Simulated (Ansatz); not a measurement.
# Ta (Fm-3m): relaxation of cell and ions

Aim: a relaxation of cell and ions, for Ta (Fm-3m), run from a script.

This is Ta in the fcc structure; at room conditions it is bcc.

Program: Ansatz 0.2.0 through its Python package. Level of theory: DFT PBEsol, plane waves, PAW. These are calculated values, not measurements.

## 1. Starting point

It takes space group Fm-3m (No. 225, cubic). The conventional cell has a = 4.220 Å, b = 4.220 Å, c = 4.220 Å, α = 90.00°, β = 90.00°, γ = 90.00°. Around Ta (site symmetry m-3m) lie 12 Ta at 2.98 Å.

No structure file is read: the coordinates are typed or built in the script.

## 2. The script

File ta.py:

```python
"""Relax cell and ions of Ta."""

from dataclasses import dataclass

import ansatz
from ase import Atoms
from ase.neighborlist import neighbor_list
import matplotlib.pyplot as plt
import numpy as np


@dataclass(frozen=True)
class Options:
    width_ev: float = 0.05
    functional: str = "PBEsol"
    mesh: tuple[int, ...] = (9, 9, 9)
    force_tol: float = 0.03


opts = Options()

def edges_and_angles(cell):
    cell = np.asarray(cell)
    a, b, c = np.linalg.norm(cell, axis=1)
    cosines = cell[1] @ cell[2] / (b * c), cell[0] @ cell[2] / (a * c), cell[0] @ cell[1] / (a * b)
    return (a, b, c, *np.degrees(np.arccos(cosines)))


def main() -> None:
    lattice = ansatz.Lattice.of(
        (0.0, 2.11, 2.11),
        (2.11, 0.0, 2.11),
        (2.11, 2.11, 0.0),
    )
    sites = [
        ("Ta", (0.0, 0.0, 0.0)),
    ]
    ta = ansatz.Crystal(lattice=lattice)
    for symbol, position in sites:
        ta = ta.atom(symbol, position)

    # a pressure is positive in compression
    model = (
        ta.calculation()
        .occupations(ansatz.OccupationsMethod.FERMI_DIRAC, width=opts.width_ev)
        .functional(opts.functional)
        .kpoints(*opts.mesh)
        .relax(force_tolerance=opts.force_tol, pressure=-2)
    )
    steps = []


    def collect(event):
        if event["event"] == "relax_step":
            steps.append(event["data"])


    result = model.session().plan().execute(on_event=collect)
    report = result.report
    for s in steps:
        flag = "" if s["accepted"] else "  (rejected)"
        print("step %2d  E = %.5f eV  largest force component = %.4f eV/A%s" % (s["step"], s["lagrangian_ev"], s["allowed_force_max_ev_ang"], flag))

    first, last = steps[0], steps[-1]
    symbols = [site.symbol for site in result.lattice.sites]
    print(f"energy gained {first['lagrangian_ev'] - last['lagrangian_ev']:.4f} eV in {len(steps) - 1} steps")
    for label, vectors in (("before", first["cell_ang"]), ("after", result.lattice.cell_ang)):
        print(label, "a b c (A) {:.4f} {:.4f} {:.4f}  angles {:.2f} {:.2f} {:.2f}".format(*edges_and_angles(vectors)), f" V = {abs(np.linalg.det(vectors)):.3f} A^3")
    print("final stress xx yy zz (GPa, compression positive):", np.round(np.diag(report["stress_gpa"]), 3) + 0.0)

    fig, (top, bottom) = plt.subplots(2, 1, sharex=True, figsize=(4.5, 4))
    top.plot([s["lagrangian_ev"] - last["lagrangian_ev"] for s in steps], "o-")
    top.set_ylabel("E - E(final) (eV)")
    bottom.semilogy([max(s["allowed_force_max_ev_ang"], 1e-6) for s in steps], "s-")
    bottom.set(xlabel="step", ylabel="largest force (eV/A)")
    fig.tight_layout()
    fig.savefig("relax.png", dpi=100)

    final = Atoms(symbols, positions=last["positions_ang"], cell=result.lattice.cell_ang, pbc=True)
    i, j, d = neighbor_list("ijd", final, 4.5)
    print("neighbours within 1.15 times the shortest distance of each atom (A)")
    for atom in range(len(final)):
        near = [m for m in np.argsort(d) if i[m] == atom]
        shell = [m for m in near if d[m] < 1.15 * d[near[0]]]
        print(f"{symbols[atom]}{atom} ({len(shell)}):", ", ".join(f"{symbols[j[m]]} {d[m]:.3f}" for m in shell))

    print("atom   start x y z (A)              end x y z (A)")
    for symbol, a, b in zip(symbols, first["positions_ang"], last["positions_ang"]):
        print(f"{symbol:3s}", " ".join(f"{v:8.4f}" for v in a), "  ", " ".join(f"{v:8.4f}" for v in b))

    print(f"free energy      {report['free_energy_ev']:.5f} eV")
    print(f"per atom         {report['free_energy_ev'] / len(result.lattice.sites):.5f} eV")
    print(f"SCF iterations   {report['n_iterations']}  (converged: {report['converged']})")


if __name__ == "__main__":
    main()
```

## 3. What the engine is handed

The engine receives this input:

```yaml
crystal:
  lattice:
    - [0.0, 2.11, 2.11]
    - [2.11, 0.0, 2.11]
    - [2.11, 2.11, 0.0]
  atoms:
    - { symbol: Ta, position: [0.0, 0.0, 0.0] }
kpoints:
  mp_grid:
    grid: [9, 9, 9]
hamiltonian:
  xc: pbesol
scf:
  occupations:
    method: fermi_dirac
    width: 0.05
relax:
  f_tol: 0.03
  cell:
    p_target: -2.0
```

## 4. The run

Started as:

```console
> python ta.py
```

What it wrote:

```text
DeckWarning: basis.ecutwfc = 420 eV, auto-derived from the records' recommended cutoffs: set by Ta (normal level)
step  1  E = -9806.24516 eV  largest force component = 0.0000 eV/A
step  2  E = -9806.22849 eV  largest force component = 0.0000 eV/A  (rejected)
step  3  E = -9806.25414 eV  largest force component = 0.0000 eV/A
step  4  E = -9806.25452 eV  largest force component = 0.0000 eV/A
step  5  E = -9806.25439 eV  largest force component = 0.0000 eV/A
energy gained 0.0092 eV in 4 steps
before a b c (A) 2.9840 2.9840 2.9840  angles 60.00 60.00 60.00  V = 18.788 A^3
after a b c (A) 2.9642 2.9642 2.9642  angles 60.00 60.00 60.00  V = 18.417 A^3
final stress xx yy zz (GPa, compression positive): [-2.014 -2.014 -2.014]
neighbours within 1.15 times the shortest distance of each atom (A)
Ta0 (12): Ta 2.964, Ta 2.964, Ta 2.964, Ta 2.964, Ta 2.964, Ta 2.964, Ta 2.964, Ta 2.964, Ta 2.964, Ta 2.964, Ta 2.964, Ta 2.964
atom   start x y z (A)              end x y z (A)
Ta    0.0000   0.0000   0.0000      0.0000   0.0000   0.0000
free energy      -9806.25439 eV
per atom         -9806.25439 eV
SCF iterations   4  (converged: True)
```

(Warnings from the package without file and line.)

Run time: 3.2 s. Hardware: 1 thread of Arm Neoverse V2, shared host; peak memory 0.4 GiB.

Lines on the test bed's own set-up are left out of the output.

## 5. What the engine kept of the run

From the engine's report, whether the script printed it or not:

| item | value |
| --- | --- |
| SCF cycles in all | 22 |
| k-points solved | 35 |
| plane waves | 339 |
| bands | 11 |
| valence electrons | 13 |
| free energy (eV) | -9806.25439 |
| Fermi level (eV) | 18.386 |
| pressure (GPa; positive when compressed) | -2.01 |

## 6. The relaxation, step by step

Relaxation path:

```
step  E - E(step 1) (eV/cell)  largest force component (eV/Å)  pressure (GPa)  volume (Å³)
   1                   0.0000                          0.0000           -5.91        18.79
   2                   0.0167                          0.0000           10.86        17.40
   3                  -0.0090                          0.0000           -2.31        18.44
   4                  -0.0094                          0.0000           -2.00        18.42
   5                  -0.0092                          0.0000           -2.01        18.42
```

Step 1 is the start. Step 5 repeats the geometry before it on a plane-wave basis chosen anew for that cell, so its energy need not be comparable with the rows above. Step 2 was tried and not accepted.

Lengths and angles in the start's conventional setting:

«Before» is this run's own start.

|  | before | after | change |
| --- | --- | --- | --- |
| a (Å) | 4.220 | 4.192 | -0.7 % |
| b (Å) | 4.220 | 4.192 | -0.7 % |
| c (Å) | 4.220 | 4.192 | -0.7 % |
| volume (Å³/atom) | 18.79 | 18.42 | -2.0 % |
| shortest distance (Å) | 2.984 | 2.964 | -0.7 % |
| space group (0.01 Å) | Fm-3m | Fm-3m | same |

The run keeps the 48 symmetry operations of the start, so it could not have lowered the symmetry.

Under a set pressure the enthalpy E + pV is minimised, so E itself may rise.

## 7. Summary of results

```
                    quantity                                                                      value
                 free energy                                                              -9806.2544 eV
     moves of the relaxation                                                                          2
last largest force component                                                                0.0000 eV/Å
   relaxed conventional cell  a = 4.192 Å, b = 4.192 Å, c = 4.192 Å, α = 90.00°, β = 90.00°, γ = 90.00°
      space group at the end                                                                      Fm-3m
```

Over 2 moves the cell shrank by 2.0 % in volume under the -2 GPa asked, and the space group stayed Fm-3m. Caveats:
- No spin polarisation was allowed.
- Part of the cell is held or a pressure is applied, so the end point needn't be the zero-pressure lattice.
- At a fixed pressure a relaxation lowers the enthalpy F + PV, while F alone can rise.
- For a metal this k-point mesh is coarse: on a finer one energies can move by several to tens of meV an atom and pressures by half a GPa or more, differences at one mesh by less.
- Energies along a relaxation are free energies. Rows at an unchanged volume are solved on a plane-wave basis chosen afresh for that cell, so the energy jumps there and such rows are no steps of the walk.
- Edges and angles that the script prints are those of the cell as typed, here a primitive one.
- Symmetry holds the cell in this phase, whether or not it is the stable one at this pressure.
- Spin-orbit coupling, which matters for elements this heavy, is left out.
- This isn't the structure that Ta takes at ambient conditions.
